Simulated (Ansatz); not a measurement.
Rock-salt LiI was calculated with r²SCAN0 in Ansatz (PAW).

Run with plane-wave cutoff 520 eV, 8×8×8 k mesh, Fermi–Dirac smearing 0.01 eV, scalar-relativistic PAW data made under PBE.

The volume scan:

```
V (Å³/atom)  E − E_lowest (meV/atom)  P (GPa)
-----------  -----------------------  -------
25.513                          5.29    1.282
25.831                          3.07    0.955
26.184                          1.34    0.617
26.856                          0.00    0.036
27.527                          0.93   -0.469
28.198                          3.84   -0.910
```

Task: Estimate the bulk modulus and its pressure derivative from these points.

Result: V0 = 26.901 Å³/atom, B0 = 21.5 GPa, B′ = 4.5 (fit to the energies at full precision).

Measured, for comparison: bulk modulus 24 GPa (0 K, extrapolated to 0 K; as tabulated in Doll and Stoll (1998), arXiv:cond-mat/9801031). Computed (rounded) less measured: bulk modulus -10 %.

Spin–orbit coupling is not included.

Computed values are for the static lattice.

It cost roughly 22 core-minutes of CPU time.

Ansatz is a first-principles code.
